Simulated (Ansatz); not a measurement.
P:

```
CELL_PARAMETERS angstrom
1.64774 -5.46504 0.00000
1.64774 5.46504 0.00000
0.00000 0.00000 4.54364
ATOMIC_POSITIONS crystal
P 0.90414 0.09586 0.58882
P 0.09586 0.90414 0.41118
P 0.59586 0.40414 0.08882
P 0.40414 0.59586 0.91118
```

- Program: Ansatz 0.2.0
- Task: single point
- Functional: PBEsol
- Potentials or basis: Ansatz PAW
- Cutoff: 420 eV (not typed: the program's choice for these potentials)
- k mesh: 8 × 8 × 6
- Occupations: fermi-dirac, width 0.05 eV
- Spin: no spin polarisation

On this cell: pressure -0.6 GPa; largest force 0.297 eV/Å; band gap on the k mesh 0.01 eV, direct.

The same run follows on a disturbed copy (atoms moved at random, drawn with an rms of 0.05 Å):

```xyz
4
Lattice="1.6477 -5.4650 0.0000 1.6477 5.4650 0.0000 0.0000 0.0000 4.5436" Properties=species:S:1:pos:R:3 pbc="T T T"
P     1.6804   -4.4018    2.6955
P     1.6487    4.4383    1.8815
P     1.6453   -1.0115    0.4248
P     1.6205    0.9952    4.1163
```

Question: What does the disturbed cell give?

Answer: The energy moves by +22.8 meV/atom; pressure 1.4 GPa; largest force 1.405 eV/Å; band gap on the k mesh 0.24 eV, direct.

Forces in eV/Å, atoms in the order of the input:
```
P   -0.739 -0.011 -0.693
P   -0.027 -0.014  0.180
P    0.036 -0.899 -0.254
P    0.730  0.924  0.767
```

Stress tensor (GPa, compression positive):
```
 0.01 -0.13  1.74
-0.13  2.40  0.13
 1.74  0.13  1.68
```

Caveats: the PAW data sets come from PBE, with cores solved anew for the run's functional, which leaves a small shift of forces and pressure.

A k mesh can miss the band edges.
